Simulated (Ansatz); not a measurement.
Thermal expansion of Ta from its phonons

Level of theory: DFT PBE, scalar-relativistic, plane waves, PAW in Ansatz 0.2.0. Settings: 420 eV plane-wave cutoff, Γ-centred 20×20×20 mesh, Fermi-Dirac smearing of 0.15 eV. No spin polarisation. Phonons by linear response, acoustic sum rule imposed.

Relaxed structure:
```
Ta
1.0
     0.00000    2.11275    2.11275
     2.11275    0.00000    2.11275
     2.11275    2.11275    0.00000
Ta
1
Direct
  0.00000 0.00000 0.00000
```

In a metal, frequencies depend on the k mesh and the smearing, soft modes most. Some empty bands missed the eigensolver's threshold. Spin–orbit coupling is left out, which matters for heavy elements.

Phonons on a 2×2×2 q mesh at 0.98, 1 and 1.02 times the equilibrium volume give γ = −d ln ν/d ln V, modes matched by rank. The cell has V = 18.86 Å³ with 1 atom and B = 190 GPa. Points of the mesh (fractions of the reciprocal vectors) with their weights out of 8; the acoustic modes at Γ are left out:

```
               q weight  ν (cm⁻¹)     γ  degeneracy
 0.00 0.00 -0.50       4        41  1.07           2
 0.00 0.00 -0.50       4       184  2.12           1
0.00 -0.50 -0.50       3       110  2.00           2
0.00 -0.50 -0.50       3       150  2.10           1
```

Problem. Work out the volume expansion coefficient at 50, 100, 300 and 800 K in Grüneisen's theory.

Solution. Each mode holds c = k_B x² eˣ/(eˣ − 1)², x = hcν/k_BT (k_B = 0.695 cm⁻¹/K). Weighted over the mesh, C_V = Σ c, γ̄ = Σ cγ/C_V and α_V = γ̄ C_V/(BV):
```csv
T (K),C_V (k_B a cell),γ̄,α_V (10⁻⁶/K)
50,1.41,1.42,7.7
100,2.13,1.60,13.2
300,2.56,1.67,16.5
800,2.62,1.68,16.9
```

The classical limit of C_V is 3n = 3 k_B, less the 3/8 k_B of the three modes left out, which leaves C_V and α_V about 12 % low even at high temperature. All γ are positive, so the crystal expands at every temperature. For a cubic crystal the linear coefficient is a third of α_V. A mesh this coarse misses long acoustic waves, so the low-temperature rows are rough; B and γ are held at their static values, and the electrons' part is left out.

Problem. The zero-point energy of the cell, summed on a denser interpolated mesh, is 19.504, 18.759 and 18.019 meV at the three volumes. How far does it expand the lattice at 0 K?

Solution. P_zp = −dE_zp/dV = 1.485 meV / (0.754 Å³) × 0.16022 GPa Å³/meV = 0.315 GPa, so ΔV/V = P_zp/B = 0.17 %. This share is taken off a measured low-temperature volume before it is compared with a static calculation.

This fcc form isn't the element's structure at ambient conditions.

Cost: 6 runs of about 6.6 core-minutes in all, on Intel Xeon Platinum 8175M (Skylake/Cascade Lake) (shared hosts).

The expansion coefficient climbs steeply at low temperature and is almost flat between 300 and 800 K, because the heavy atoms keep all the sampled frequencies low and the modes are soon close to classical. Most of the rise comes from the heat capacity. The smaller rise in γ̄, from 1.42 to 1.68, reflects the order in which modes are excited: the transverse pair at 41 cm⁻¹ dominates at 50 K and has a γ of only 1.07, while the stiffer modes, all near 2, gain weight on warming.

That soft pair shears neighbouring close-packed planes against each other. Its weak restoring force probably reflects the partly filled d band of a group 5 metal, which favours bcc over fcc. The large atomic mass also keeps the zero-point expansion down to 0.17 %.

Real frequencies at these two zone-boundary points don't establish that the fcc lattice is dynamically stable, since the long-wavelength tetragonal shear that leads towards bcc is not sampled.
